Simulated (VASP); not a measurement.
# TiS₂ in VASP 6.6.1, single-point calculation

INCAR

```
NBANDS = 19
EDIFF = 1E-7
ISIF = 2
LWAVE = .FALSE.
LASPH = .TRUE.
NSW = 0
IBRION = -1
NELM = 120
SIGMA = 0.02
LCHARG = .FALSE.
LREAL = .TRUE.
PREC = Accurate
ISMEAR = -1
GGA = PE
ENCUT = 520
```

KPOINTS

```
KPOINTS created by Atomic Simulation Environment
0
Gamma
12 12 4
0 0 0
```

POSCAR

```
Ti S
 1.0000000000000000
     3.2966463242289885    0.0000000000000000    0.0000000000000000
    -1.6483231621144943    2.8549794640748951    0.0000000000000000
     0.0000000000000000    0.0000000000000000    5.7407101476999998
 Ti  S
   1   2
Cartesian
  0.0000000000000000 -0.0000000000000000 -0.0000000000000000
 -0.0000000000000001  1.9033196427165966  1.4486898292587993
  1.6483231621144940  0.9516598213582983  4.2920203184411996
```

The recommended PBE PAW datasets give the neutral cell 24 valence electrons.

Command

```
mpirun -np 1 vasp_std
```

Question: How does this run end, and what does it give?

Answer: It converged. Results: gap between bands v and c on the k mesh -0.54 eV (bands overlap: a metal); least direct gap on the k mesh 0.30 eV; pressure 6.0 GPa; largest force 0.12 eV/Å. Band v is the last that the valence electrons fill when counted band by band, and c is the next.

OSZICAR

```
N       E                     dE             d eps       ncg     rms          rms(c)
DAV:   1     0.211265619518E+03    0.21127E+03   -0.11669E+04  2622   0.128E+03
DAV:   2    -0.229920284702E+01   -0.21356E+03   -0.20677E+03  2756   0.341E+02
DAV:   3    -0.224982468442E+02   -0.20199E+02   -0.19703E+02  3733   0.998E+01
DAV:   4    -0.232524693065E+02   -0.75422E+00   -0.75158E+00  3427   0.181E+01
DAV:   5    -0.232776378059E+02   -0.25168E-01   -0.25158E-01  3819   0.314E+00    0.153E+01
DAV:   6    -0.209041032022E+02    0.23735E+01   -0.27216E+01  2942   0.437E+01    0.105E+01
DAV:   7    -0.200910357708E+02    0.81307E+00   -0.14562E+01  3173   0.280E+01    0.625E+00
DAV:   8    -0.199077103259E+02    0.18333E+00   -0.26548E+00  3044   0.131E+01    0.260E+00
DAV:   9    -0.198565245530E+02    0.51186E-01   -0.43754E-01  3180   0.520E+00    0.724E-01
DAV:  10    -0.198577504514E+02   -0.12259E-02   -0.19799E-02  3052   0.107E+00    0.344E-01
DAV:  11    -0.198580567814E+02   -0.30633E-03   -0.21337E-03  3132   0.294E-01    0.277E-01
DAV:  12    -0.198573111382E+02    0.74564E-03   -0.19188E-03  3474   0.308E-01    0.109E-01
DAV:  13    -0.198572732585E+02    0.37880E-04   -0.29286E-04  3123   0.126E-01    0.353E-02
DAV:  14    -0.198572618630E+02    0.11396E-04   -0.58478E-05  3487   0.450E-02    0.175E-02
DAV:  15    -0.198572618019E+02    0.61062E-07   -0.26617E-06  3069   0.113E-02    0.448E-03
DAV:  16    -0.198572617613E+02    0.40609E-07   -0.19763E-06  3442   0.815E-03    0.606E-03
DAV:  17    -0.198572618341E+02   -0.72775E-07   -0.25092E-07  2653   0.392E-03
   1 F= -.19857262E+02 E0= -.19856971E+02  d E =-.581627E-03
```

Standard output (part)

```
POSCAR found type information on POSCAR TiS
 POSCAR found :  2 types and       3 ions
|     You have a (more or less) 'small supercell' and for smaller cells       |
|     it is recommended to use the reciprocal-space projection scheme!        |
|     The real-space optimization is not efficient for small cells and it     |
|     is also less accurate ...                                               |
|     Therefore, set LREAL=.FALSE. in the INCAR file.                         |
|     The real-space projection scheme for the treatment of the non-local     |
|     real-space optimization of all non-local projectors! BE WARNED that     |
|     a calculation using the real-space projection scheme together with      |
|     non-local projectors which were not real-space optimized (according     |
|     to the plane-wave cutoff used in this calculation) might give more      |
|     or less inaccurate results. I hope you know what you are doing.         |
 LDA part: xc-table for (Slater+PW92), standard interpolation
 POSCAR, INCAR and KPOINTS ok, starting setup
 WAVECAR not read
 entering main loop
```

For comparison, a separate PBE run of the intended cell, on usual settings and not on those above, gives a gap of -0.54 eV on its mesh and a pressure of 6.1 GPa.
